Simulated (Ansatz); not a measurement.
Relaxation of a periodic cell of 17 atoms, W (host W, host structure bcc, interstitial W), to a largest force component of 0.08 eV/Å in at most 25 steps.

Level of theory: Ansatz 0.2.0, DFT PBEsol, scalar-relativistic, plane waves, PAW. Settings: cutoff 420 eV, k mesh 2x2x2, fermi-dirac smearing 0.1 eV, no spin polarisation.

```xyz
17
Lattice="6.3200 0.0000 0.0000 0.0000 6.3200 0.0000 0.0000 0.0000 6.3200" Properties=species:S:1:pos:R:3:forces:R:3
W 0.000 0.000 0.000 -0.65 1.54 -0.01
W 3.160 0.000 0.000 0.71 1.63 -0.01
W 0.000 3.160 0.000 -37.87 -18.08 -0.15
W 0.000 0.000 3.160 -0.28 0.66 0.00
W 1.580 1.580 1.580 -0.01 -1.37 0.63
W 3.160 3.160 0.000 40.43 -19.80 -0.16
W 3.160 0.000 3.160 0.30 0.65 0.00
W 4.740 1.580 1.580 -0.01 -0.54 0.21
W 0.000 3.160 3.160 -0.85 -0.64 0.01
W 1.580 4.740 1.580 -0.40 20.02 43.80
W 1.580 1.580 4.740 -0.01 -1.34 -0.61
W 3.160 3.160 3.160 0.83 -0.63 0.01
W 4.740 4.740 1.580 0.02 0.51 0.82
W 4.740 1.580 4.740 -0.01 -0.55 -0.20
W 1.580 4.740 4.740 -0.38 19.20 -42.47
W 4.740 4.740 4.740 0.02 0.51 -0.83
W 1.593 3.977 0.005 -1.82 -1.75 -1.04
```

**Question.** Where does it end, and by what steps?

**Answer.** It converged. The threshold is loose, so the end isn't yet a minimum. Limits of this set-up: coarse k mesh, a small cell, in which the defect meets its images, a typed lattice constant that wasn't relaxed here. After 15 steps the energy has fallen by 34.896 eV; W6 moved furthest, 0.78 Å. The start is strongly strained (largest force component 44 eV/Å). Joined: W1–W6 (4.47 → 3.73 Å), W7–W17 (4.23 → 3.75 Å), W8–W10 (4.47 → 3.85 Å), W8–W17 (4.26 → 3.85 Å).

```tsv
step	energy less start (eV)	largest force component (eV/Å)	accepted
0	0.0000	43.803	yes
1	-23.5572	17.451	yes
2	-32.4272	3.694	yes
3	-33.1516	0.705	yes
4	-33.3402	0.969	yes
5	-33.9239	1.852	yes
6	-34.2580	1.738	yes
7	-34.7855	0.802	yes
8	-34.7589	0.649	no
9	-34.8627	0.377	yes
10	-34.8801	0.243	yes
11	-34.8884	0.165	yes
12	-34.8862	0.141	no
13	-34.8933	0.103	yes
14	-34.8854	0.217	no
15	-34.8963	0.072	yes
```

```xyz
17
Lattice="6.3200 0.0000 0.0000 0.0000 6.3200 0.0000 0.0000 0.0000 6.3200" Properties=species:S:1:pos:R:3
W -0.025 -0.021 -0.027
W 3.099 0.057 -0.031
W -0.127 3.176 -0.032
W -0.161 0.103 3.249
W 1.533 1.612 1.555
W 3.662 2.609 -0.239
W 3.141 0.063 3.158
W 4.793 1.482 1.635
W -0.089 3.155 3.128
W 1.216 5.123 1.998
W 1.545 1.637 4.724
W 3.118 3.158 3.079
W 4.651 4.745 1.552
W 4.839 1.459 4.548
W 1.492 4.781 4.519
W 4.638 4.728 4.718
W 2.189 4.029 0.392
```

Whether the end is a true minimum wasn't checked by a vibrational analysis.

Time of the run: 3.4 min on 2 threads of Arm Neoverse N1, on a shared host, peak memory 0.75 GiB.
